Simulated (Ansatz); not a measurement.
# TiO (P-62m) in Ansatz: density of states with PBEsol

Aim: the density of states of TiO with PBEsol.

Everything below comes from runs of Ansatz 0.2.0. Logs are shortened: lines on timing, memory, paths and dates and some standing lists are left out, and cuts for length are marked.

### Step 1. The structure

Symmetry: P-62m, No. 189, hexagonal system. The conventional cell has a = 4.989 Å, b = 4.989 Å, c = 2.873 Å, α = 90.00°, β = 90.00°, γ = 120.00°. Ti (site symmetry -62m) is surrounded by 3 O at 1.97 Å. Ti (site symmetry -6) is surrounded by 6 O at 2.10 Å. O (site symmetry m2m) has 5 Ti at 1.97 to 2.10 Å as nearest neighbours.

The cell comes from a database or a generator and needn't be the stable form of this composition.

### Step 2. Density of states, PBEsol

Contents of input.yaml:

```yaml
crystal:
  lattice:
    - [4.989087772, 0.0, 0.0]
    - [-2.494543886, 4.3206767523, 0.0]
    - [0.0, 0.0, 2.87331344]
  atoms:
    - { symbol: Ti, position: [0.0, 0.0, 0.0] }
    - { symbol: Ti, position: [0.3333333333, 0.6666666667, 0.5] }
    - { symbol: Ti, position: [0.6666666667, 0.3333333333, 0.5] }
    - { symbol: O, position: [0.0, 0.39444076, 0.0] }
    - { symbol: O, position: [0.39444076, 0.0, 0.0] }
    - { symbol: O, position: [0.60555924, 0.60555924, 0.0] }
hamiltonian:
  xc: pbesol
  pseudopotentials: { kind: paw }
kpoints:
  mp_grid: { grid: [6, 6, 8] }
scf:
  occupations: { method: fermi_dirac, width: 0.05 }
  n_extra_bands: 15
output:
  forces: true
  stress: true
  eigenvalues: true
  dos: { projected: false, de: 0.05, nscf_kmesh: { grid: [9, 9, 12] } }
  write_density: true
  write_potential: true
  elf: true
  volumetric_format: npy
```

Potentials or basis: Ansatz PAW.

Launch:

```bash
> ansatz run input.yaml --threads 2 --pin off --max-ram 5632MiB --backend cpu --events-out ev --progress --plain --runs-dir out
```

The program printed:

```text
Warning: RAYON_NUM_THREADS=2 ignored (pool sized by the plan → 2); use --threads N
scf.n_extra_bands = 15 over 27 filled bands (N_el = 54.0): the run solves 42 bands
Engine: ansatz 0.2.0, x86_64-unknown-linux-gnu
Pseudopotentials: kind: paw
Pseudopotential: Ti, paw, valence charge 12, recommended cutoff 420 eV (normal), Ti.paw.azcp
Pseudopotential: O, paw, valence charge 6, recommended cutoff 420 eV (normal), O.paw.azcp
Functional definition: PBEsol
  exchange = pbesol_x
  correlation = pbesol_c
Crystal: 6 atoms, lattice volume = 61.938 Å³
Basis set: ecut = 420 eV, 1251 PW (Γ), exchange–correlation on 72×72×40 points (8 copies of the dense FFT grid, shifted against one another)
Bands: 42, of which v1, the nominal top of the filled ones, is band 27 counted from 1 (26 counted from 0)
Symmetry: 12 space group operations
Space group: P-62m (ITA 189), of the structure as read, at distance tolerance 4.0e-5 Å
k-points: 35 of 288 (time reversal used)
Non-local potential: Ti, projectors of the file, l = 0: 3, l = 1: 2, l = 2: 3, l = 3: 1
Non-local potential: O, projectors of the file, l = 0: 2, l = 1: 2, l = 2: 1
PAW form: soft (Blöchl's): semilocal exchange-correlation on the pseudo side does not see the compensation charge
PAW frozen core: Ti, regenerated for the run's functional, and the local potential with it (the file was generated under x = pbe(κ = 0.804, μ = 0.2195149727645171), c = pbe(β = 0.06672455060314922))
PAW frozen core: O, regenerated for the run's functional, and the local potential with it (the file was generated under x = pbe(κ = 0.804, μ = 0.2195149727645171), c = pbe(β = 0.06672455060314922))
PAW one-centre angular grid: Ti, 590 points (default); XC on 64 Gauss nodes
PAW one-centre angular grid: O, 110 points (default); XC on 64 Gauss nodes
Initial density: superposition of atomic densities (neutral atoms: chi_scale 0, normalization atom), corrected by the library's trained network
Initial wavefunctions: pseudopotential atomic-orbital guess
Functional: x = pbesol(κ = 0.804, μ = 0.12345679012345678), c = pbesol(β = 0.046)
SCF iter   1: F=—  HF=-9112.825663 eV  |F-HF|=—  |Δ(HF+E_count)|=         —  Δρ=1.45e-2  dr2=9.35e-2  ethr=1.77e-3  ⟨swp⟩=5.5  Hψ=5168  notcnv=0  defer=38
preconditioner: auto → Kerker (q_TF=auto, 2.667 Å⁻¹)  [metal: Δε(μ)=0.046 eV  Ē_g=11.408 eV  σ=0.050 eV  W_gap=0.22  n_scr=26 (ndim 8)  ℏωp=25.8 eV  f_vac=0.000  D(μ)=0.94/eV (n_scr^D=6)]
SCF iter   2: F=—  HF=-9112.805452 eV  |F-HF|=—  |Δ(HF+E_count)|=   2.02e-2  Δρ=6.54e-3  dr2=2.34e-2  ethr=1.73e-4  ⟨swp⟩=2.0  Hψ=2157  notcnv=0  defer=96
SCF iter   3: F=—  HF=-9112.800719 eV  |F-HF|=—  |Δ(HF+E_count)|=   4.73e-3  Δρ=1.56e-3  dr2=1.88e-3  ethr=4.34e-5  ⟨swp⟩=2.0  Hψ=2219  notcnv=0  defer=96
SCF iter   4: F=—  HF=-9112.800410 eV  |F-HF|=—  |Δ(HF+E_count)|=   3.09e-4  Δρ=2.49e-4  dr2=3.74e-5  ethr=3.49e-6  ⟨swp⟩=2.1  Hψ=1504  notcnv=0  defer=96
SCF iter   5: F=—  HF=-9112.800309 eV  |F-HF|=—  |Δ(HF+E_count)|=   1.01e-4  Δρ=6.45e-5  dr2=2.52e-6  ethr=6.93e-8  ⟨swp⟩=2.0  Hψ=1786  notcnv=0  defer=96
SCF iter   6: F=—  HF=-9112.800309 eV  |F-HF|=—  |Δ(HF+E_count)|=   1.66e-7  Δρ=1.67e-5  dr2=2.37e-7  ethr=4.66e-9  ⟨swp⟩=2.4  Hψ=1899  notcnv=0  defer=96
SCF iter   7: F=-9112.800309 eV  HF=-9112.800309 eV  |F-HF|=4.57e-9  |Δ(HF+E_count)|=   3.61e-8  Δρ=3.61e-6  dr2=9.63e-9  ethr=1.85e-10  ⟨swp⟩=11.7  Hψ=7061  notcnv=0
SCF 1 converged in 7 iterations: F = -9112.800309 eV  dr2 = 9.63e-9
NSCF: frozen V_eff on 84 k-points
SCF converged after 7 iterations
Free energy (F): -9112.800309 eV
Harris-Foulkes:  -9112.800309 eV  (|F-HF|=4.57e-9)
Internal energy: -9112.792562 eV  (E = F + TS)
E sigma→0 (E₀):  -9112.796436 eV
Entropy (-TS):   -0.007747 eV (-1.291 meV/atom)
Fermi energy:    15.866758 eV
--- Per-component energies (eV) ---
  E_band       = -368.433770
  E_kinetic    = 1349.686571
  E_local      = -3004.081341  (includes V_loc(G=0)·N_el)
  E_nonlocal   = 170.477529
  E_hartree    = 1191.759529
  E_xc         = -512.683429
  E_vxc        = -650.636946  (∫ρ·V_xc dr)
  E_paw        = -3524.124998  (= ΣΔE_a)
  E_vpaw       = -617.407796  (= ΣTr[D̂ρ^β])
  E_aug_tail   = 0.007630  (compensation charges beyond the density's cutoff)
  E_ewald      = -4784.358070
  E_core_change = 0.524017  (= ΣΔE_core)
  E_smearing   = -0.007747  (= −TS)
  E_closure    = 0.000000  (closes the sum)
  Σ components = -9112.800309   (vs F -9112.800309, Δ=0.00e0)
--- Forces (eV/Å), atoms counted from 1 ---
  atom   1  Ti    -0.00000000    -0.00000000     0.00000000
  atom   2  Ti     0.00000000     0.00000000     0.00000000
  atom   3  Ti     0.00000000     0.00000000     0.00000000
  atom   4  O      0.01198903    -0.02076561     0.00000000
  atom   5  O     -0.02397806     0.00000000     0.00000000
  atom   6  O      0.01198903     0.02076561     0.00000000
  max |Σ_I F_I| component: 8.67e-17 eV/Å
--- Stress (GPa, compression-positive) ---
       -5.278197      -0.000000       0.000000
        0.000000      -5.278197       0.000000
        0.000000       0.000000      -6.682584
  P = ⅓ Tr σ = -5.7463 GPa (-57.463 kbar)
--- Band table (eV; the first three rows and the last of 35) ---
  k-point 0: bands = ["-42.1521", "-42.0706", "-41.6002", "-18.7268", "-18.7268", "-18.4293", "-18.4293", "-18.4188", "-18.3272", "-18.1194", "-18.1194", "-17.5445", "-6.1086", "-4.5418", "-4.5418", "6.5717", "8.2567", "8.2567", "9.2038", "9.2038", "9.3393", "10.0297", "10.0297", "10.3588", "12.4683", "15.0575", "15.0645", "15.0645", "16.1852", "16.1852", "16.6689", "16.6689", "17.0739", "17.6233", "17.6233", "17.7973", "18.5291", "18.5291", "19.3251", "19.3251", "24.2652", "24.2652"]
  k-point 1: bands = ["-42.1433", "-42.0628", "-41.5937", "-18.7055", "-18.7055", "-18.5131", "-18.4126", "-18.4126", "-18.3991", "-18.1215", "-18.1215", "-17.6035", "-5.9494", "-4.5744", "-4.5744", "6.8372", "8.1376", "8.1376", "9.0858", "9.0858", "9.3698", "9.6634", "9.9737", "9.9737", "13.2316", "14.8589", "14.8589", "15.4168", "16.4864", "16.4864", "16.7982", "16.7982", "17.1919", "17.5099", "17.5099", "18.0567", "18.4530", "18.4530", "19.1517", "19.1517", "24.4582", "24.4582"]
  k-point 2: bands = ["-42.1217", "-42.0438", "-41.5781", "-18.7346", "-18.6537", "-18.6537", "-18.5699", "-18.3685", "-18.3685", "-18.1301", "-18.1301", "-17.7437", "-5.5590", "-4.6553", "-4.6553", "7.4996", "7.8644", "7.8644", "8.2711", "8.7514", "8.7514", "9.7697", "9.9541", "9.9541", "14.5142", "14.5142", "14.6020", "16.4243", "16.7918", "16.7918", "16.8874", "16.8874", "17.4991", "17.5649", "17.5649", "18.4055", "18.4055", "18.6873", "18.8601", "18.8601", "24.7675", "24.7675"]
  k-point 34: bands = ["-42.0540", "-42.0540", "-41.5559", "-18.9418", "-18.9418", "-18.6284", "-18.4339", "-18.4339", "-18.2495", "-18.1419", "-18.1419", "-17.9225", "-4.9611", "-4.7495", "-4.7495", "7.5112", "7.5112", "7.8521", "7.8521", "8.1612", "8.3285", "8.9692", "10.2049", "10.2049", "14.4364", "14.4364", "14.4502", "17.1506", "17.1506", "17.2805", "17.2805", "17.3511", "17.5220", "17.9278", "17.9278", "18.9161", "18.9161", "19.0713", "19.2866", "20.3880", "24.0027", "24.0027"]
```

Run time: 9.4 s. Hardware: 2 threads of AMD EPYC 7R43 (Zen 3), shared host; peak memory 0.49 GiB.

What came out:

| Item | Value |
| --- | --- |
| Free energy | -9112.8003 eV |
| Pressure | -5.7 GPa |
| Largest force | 0.024 eV/Å |
| Band gap on the k mesh | none (metal or under the smearing width) |
| Density of states at the Fermi level | 0.60 states/eV per cell |

Forces on the atoms (eV/Å):
```
Ti   0.000  0.000  0.000
Ti   0.000  0.000  0.000
Ti   0.000  0.000  0.000
O    0.012 -0.021  0.000
O   -0.024  0.000  0.000
O    0.012  0.021  0.000
```

States per cell in windows of 0.5 eV (zero at the Fermi level; states under -8 eV left out):
| from (eV) | total |
| --- | --- |
| -8.0 | 2.64 |
| -7.5 | 2.38 |
| -7.0 | 2.82 |
| -6.5 | 1.98 |
| -6.0 | 2.74 |
| -5.5 | 0.30 |
| -5.0 | 0.00 |
| -4.5 | 0.00 |
| -4.0 | 0.00 |
| -3.5 | 0.10 |
| -3.0 | 0.30 |
| -2.5 | 0.63 |
| -2.0 | 3.00 |
| -1.5 | 1.18 |
| -1.0 | 0.54 |
| -0.5 | 0.30 |
| 0.0 | 1.74 |
| 0.5 | 3.78 |
| 1.0 | 5.15 |
| 1.5 | 4.86 |
| 2.0 | 3.18 |
| 2.5 | 4.22 |
| 3.0 | 1.41 |
| 3.5 | 0.32 |
| 4.0 | 0.58 |
| 4.5 | 0.76 |
| 5.0 | 0.28 |
| 5.5 | 0.39 |
| 6.0 | 0.44 |
| 6.5 | 0.48 |
| 7.0 | 0.58 |
| 7.5 | 0.96 |

Caveat: the pressure holds a Pulay correction of +0.6 GPa for the finite cutoff; semilocal functionals often make such compounds metallic where correlation or magnetic order opens a gap, which also shifts bond lengths; the PAW data sets come from PBE, with cores solved anew for the run's functional, which leaves a small shift of forces and pressure; the density of states is complete only up to the lowest level of the last band computed.
